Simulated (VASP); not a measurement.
```
AlSb
1.0
    0.00000     3.07000     3.07000
    3.07000     0.00000     3.07000
    3.07000     3.07000     0.00000
Al Sb
1 1
Cartesian
  0.12000   0.05000   0.00000
  1.53500   1.53500   1.53500
```

Calculation: PBE GGA, VASP's PBE PAW potentials (set 64) (plane waves; VASP). Settings: 400 eV cut-off, 6×6×6 Γ-centred mesh, Gaussian smearing of 0.050 eV, potentials Al Sb.

**Question.** The ions are relaxed. Give the cell that the relaxation ends in.

**Answer.** 
```
AlSb
1.0
    0.00000     3.07000     3.07000
    3.07000     0.00000     3.07000
    3.07000     3.07000     0.00000
Al Sb
1 1
Cartesian
  0.05992   3.09496   3.06984
  1.59508   1.56004   1.53516
```
Space group F-43m (216), at a tolerance of 0.03 Å.

**Question.** How much energy does the relaxation gain?

**Answer.** The energy (σ→0) changes by -35.3 meV/atom, in 7 ionic steps.

```tsv
step	E(σ→0) (eV)	max force (eV/Å)	pressure (GPa)	volume (Å³)
1	-8.1095	1.091	2.76	57.87
2	-8.1767	0.232	2.47	57.87
3	-8.1790	0.131	2.46	57.87
4	-8.1800	0.025	2.46	57.87
5	-8.1801	0.015	2.46	57.87
6	-8.1801	0.015	2.46	57.87
7	-8.1801	0.003	2.46	57.87
```

The compound is AlSb in the zinc blende structure. In the starting cell atoms are displaced from their ideal sites. This run relaxes the ions in a fixed cell.
